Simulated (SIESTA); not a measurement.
Cu:

```
CELL_PARAMETERS angstrom
0.00000 1.80750 1.80750
1.80750 0.00000 1.80750
1.80750 1.80750 0.00000
ATOMIC_POSITIONS crystal
Cu 0.00000 0.00000 0.00000
```

Base run:

```yaml
Program: SIESTA 5.4.2
Functional: AM05
Potentials_or_basis: PseudoDojo 0.4 standard (PBEsol files)
Basis: DZP (energy shift 0.002 Ry)
Grid_cutoff: 800 Ry
Energy_shift: 0.002 Ry
k_mesh: 13 × 13 × 13
Occupations: fermi-dirac, width 0.05 eV
Spin: no spin polarisation
```

Its results: band gap on the k mesh none (metal or under the smearing width); pressure -8.2 GPa.

Task: After a change of settings the same cell gave: band gap on the k mesh none (metal or under the smearing width); pressure -9.1 GPa. Which change was it?
A. functional from AM05 to vdW-DF2; potentials or basis from PseudoDojo 0.4 standard (PBEsol files) to PseudoDojo 0.4 standard (PBE files)
B. functional from AM05 to SOGGA
C. functional from AM05 to PBE; potentials or basis from PseudoDojo 0.4 standard (PBEsol files) to PseudoDojo 0.5 stringent (PBE files)
D. functional from AM05 to revPBE; potentials or basis from PseudoDojo 0.4 standard (PBEsol files) to PseudoDojo 0.4 standard (PBE files)

Result: B.

Caveats: semicore shells carry a single zeta, which can move pressures by several GPa and volumes by a few percent; the potentials were made for another functional, which shifts forces and pressure; the basis of atomic orbitals isn't converged, which shifts pressures, moduli and gaps.

Not every run made on this cell is shown here.
